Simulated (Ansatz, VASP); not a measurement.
## Ir: VASP beside Ansatz

Contents of INCAR:

```
SYSTEM = Ir
  PREC = Accurate
  ENCUT = 520
  EDIFF = 1E-7
  ISMEAR = 0
  SIGMA = 0.15
  LREAL = .False.
  LASPH = .True.
  NELM = 100
  ALGO = Normal
  ISIF = 2
  LWAVE = .False.
  LCHARG = .False.
  GGA = PE
  NBANDS = 16
```

File KPOINTS:

```
regular mesh
0
Gamma
  12 12 6
  0 0 0
```

The input POSCAR:

```
Ir
1.0
    2.7513778946      0.0000000000      0.0000000000
   -1.3756889473      2.3827631521      0.0000000000
    0.0000000000      0.0000000000      4.4622900000
Ir
2
Direct
    0.6666666667      0.3333333333      0.7500000000
    0.3333333333      0.6666666667      0.2500000000
```

Input for Ansatz:

```yaml
crystal:
  lattice:
    - [2.7513778946, 0.0, 0.0]
    - [-1.3756889473, 2.3827631521, 0.0]
    - [0.0, 0.0, 4.46229]
  atoms:
    - { symbol: Ir, position: [0.6666666667, 0.3333333333, 0.75] }
    - { symbol: Ir, position: [0.3333333333, 0.6666666667, 0.25] }
basis:
  ecutwfc: 420
kpoints:
  mp_grid: { grid: [12, 12, 6] }
hamiltonian:
  xc: pbe
scf:
  occupations: { method: gaussian, width: 0.15 }
output:
  forces: true
  stress: true
  eigenvalues: true
```

This isn't the form of Ir at room conditions, which is fcc.

Alike in both runs: task single point; functional PBE; k mesh 12 × 12 × 6; occupations gaussian, width 0.15 eV; no spin polarisation.

```csv
,VASP,Ansatz
version,VASP 6.6.1,Ansatz 0.2.0
potentials or method,"VASP PAW PBE potentials, release 64 (Ir)","scalar-relativistic, plane waves, PAW"
plane-wave cutoff (eV),520,420
valence electrons in the cell,18,34
```

Ansatz gave:

| Item | Value |
| --- | --- |
| gap on the k mesh at the Fermi level (eV) | none |
| pressure (GPa) | -1.4 |
| largest component of the traceless stress (GPa) | 1.35 |

Problem. Estimate VASP's values.

Solution. gap on the k mesh at the Fermi level (eV): none; pressure (GPa): -1.0; largest component of the traceless stress (GPa): 1.36.

A gap of «none» marks a metal or a gap that the smearing closes. With one functional, cell and mesh, what is left measures potentials, basis and numerics. The two sets of potentials don't hold the same shells in valence.

The runs have no spin-orbit coupling, so splittings on Ir are missing.
